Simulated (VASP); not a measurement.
## MgS (Niningerite): relaxation of cell and atoms with PBE

The system is MgS (Niningerite).

```xyz
2
Lattice="0.0000 2.6016 2.6016 2.6016 0.0000 2.6016 2.6016 2.6016 0.0000" Properties=species:S:1:pos:R:3 pbc="T T T"
S     2.6016    2.6016    2.6016
Mg    0.0000    0.0000    0.0000
```

```json
{
  "Program": "VASP 6.6.1",
  "Task": "relaxation of cell and atoms",
  "Functional": "PBE",
  "Potentials or basis": "VASP PAW PBE potentials, release 64 (S, Mg)",
  "Cutoff": "600 eV",
  "k mesh": "9 × 9 × 9",
  "Occupations": "fermi-dirac, width 0.05 eV",
  "Spin": "no spin polarisation",
  "Target pressure": "2 GPa",
  "Further INCAR settings": "ALGO = Fast; EDIFF = 1e-07; IBRION = 2; EDIFFG = -0.01; NSW = 40; ISIF = 3"
}
```

The relaxed volume is 17.37 Å³/atom, the relaxed cell is a = 3.662 Å, b = 3.662 Å, c = 3.662 Å, α = 60.00°, β = 60.00°, γ = 60.00° and the space group after relaxing (to 0.05 Å) is Fm-3m (No. 225). The energy change on relaxing (the enthalpy is what falls) is +2.2 meV/atom. The ionic steps are 3, the pressure after relaxing is 2.0 GPa and the band gap on the k mesh is 2.94 eV, indirect (least direct gap 3.82 eV).

Step by step:
```
step  energy change (eV)  largest force (eV/Å)  pressure (GPa)  volume (Å³)
   1              0.0000                0.0000            0.89        35.22
   2              0.0061                0.0000            2.32        34.60
   3              0.0044                0.0000            1.99        34.73
```

Final structure:
```
S Mg
1.0
     0.00000    2.58963    2.58963
     2.58963    0.00000    2.58963
     2.58963    2.58963    0.00000
S Mg
1 1
Cartesian
  2.5896 2.5896 2.5896
  0.0000 0.0000 0.0000
```

Levels at points of the mesh, in eV from the valence-band top:
| k point | band 1 | band 2 | band 3 | band 4 | band 5 | band 6 | band 7 | band 8 |
| --- | --- | --- | --- | --- | --- | --- | --- | --- |
| (0.00, 0.00, 0.00) | -12.75 | 0.00 | 0.00 | 0.00 | 3.82 | 7.95 | 7.95 | 7.95 |

It took 21 s on 1 thread of Intel(R) Xeon(R) 6975P-C (Granite Rapids) (shared host), peak memory 0.17 GiB.

Caveat: the cell is relaxed towards a set pressure, so the enthalpy falls and the energy may rise; an odd mesh through Γ misses points on the zone boundary, where band edges often lie. A hybrid or GW would open this gap; PBE tends to underestimate it.
